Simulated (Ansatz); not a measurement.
## K: band structure with PBE

K:

```
CELL_PARAMETERS angstrom
-2.69756 2.69756 2.69756
2.69756 -2.69756 2.69756
2.69756 2.69756 -2.69756
ATOMIC_POSITIONS crystal
K 0.00000 0.00000 0.00000
```

- Program: Ansatz 0.2.0
- Task: band structure
- Functional: PBE
- Potentials or basis: SPMS NC
- Cutoff: 354 eV (not typed: the program's choice for these potentials)
- k mesh: 7 × 7 × 7
- Occupations: fermi-dirac, width 0.05 eV
- Spin: no spin polarisation
- Path: [["G", "H", "N", "G", "P", "H"], ["P", "N"]]
- Points for each segment of the path: 14

```json
{
  "Pressure": "-0.2 GPa",
  "Band gap on the k mesh": "none (metal or under the smearing width)"
}
```

Levels at the corners of the path, in eV from the Fermi level:
```csv
point,band 1,band 2,band 3,band 4,band 5,band 6,band 7,band 8
Γ,-32.17,-15.62,-15.62,-15.62,-2.06,4.23,4.23,4.23
H,-32.16,-15.66,-15.66,-15.66,1.71,1.71,3.31,3.31
N,-32.17,-15.68,-15.64,-15.62,0.45,0.66,3.15,4.73
Γ,-32.17,-15.62,-15.62,-15.62,-2.06,4.23,4.23,4.23
P,-32.17,-15.65,-15.65,-15.65,1.45,1.45,1.45,2.85
H,-32.16,-15.66,-15.66,-15.66,1.71,1.71,3.31,3.31
P,-32.17,-15.65,-15.65,-15.65,1.45,1.45,1.45,2.85
N,-32.17,-15.68,-15.64,-15.62,0.45,0.66,3.15,4.73
```

Wall time 1.3 s on 2 threads of Arm Neoverse V1, with other jobs on the host, peak memory 0.25 GiB.
